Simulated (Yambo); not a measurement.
**TePb in Yambo: convergence with bands in self energy**

Crystal: TePb.

```
CELL_PARAMETERS angstrom
0.00000 3.23100 3.23100
3.23100 0.00000 3.23100
3.23100 3.23100 0.00000
ATOMIC_POSITIONS crystal
Pb 0.00000 0.00000 0.00000
Te 0.50000 0.50000 0.50000
```

| Property | Result |
| --- | --- |
| Program | Yambo 5.3.0 |
| Task | G0W0 quasiparticle levels |
| Functional | LDA |
| Potentials or basis | PseudoDojo 0.4.1 SR LDA standard |
| Cutoff | 1088 eV |
| Density cutoff | 4354 eV |
| k mesh | 4 × 4 × 4 |
| Occupations | fixed |
| Spin | no spin polarisation |
| k mesh of the self-consistent run | 8 × 8 × 8 |
| Form of the LDA | PW92 |
| Random integration of the Coulomb term | yes |
| Direction of the field or of q to 0 | x + y + z |
| Broadening | 0.1 eV |
| States corrected | Γ and the k points of the band edges |
| Frequency dependence of W | plasmon pole |
| Terminator of the band sum in the self-energy | none |
| Quasiparticle equation | linearised (Newton) |
| Imaginary frequency of the plasmon-pole fit | 27.2114 eV |
| Bands in the response | 135 |
| Bands in the self-energy | 35 |
| Cutoff of the response matrix | 6 Ry |
| Cutoff of exchange and Vxc | 80 Ry |
| Bands corrected (first, last) | [14, 16] |

These are the settings of the first run; the series varies bands in self energy, with any setting tied to it.

| bands in self energy | quasiparticle gap at the points computed (eV) |
| --- | --- |
| 35 | 0.906 |
| 55 | 0.997 |
| 95 | 1.048 |
| 135 | 1.063 |

Against the tightest run, the quasiparticle gap at the points computed stays within 0.05 eV from 95 on. The tightest run that finished is the yardstick and may itself not be fully converged.

Caveat, for the tightest run too: the k mesh is coarse (spacing up to 0.42 Å⁻¹), so the values aren't converged; the potentials hold a filled d shell without the s and p states of that shell, which can shift GW gaps by tenths of an eV, either way; this version prints the column dSc/dw multiplied by 27.2; spin-orbit coupling is left out, which as a rule narrows the gap of such compounds by several tenths of an eV.
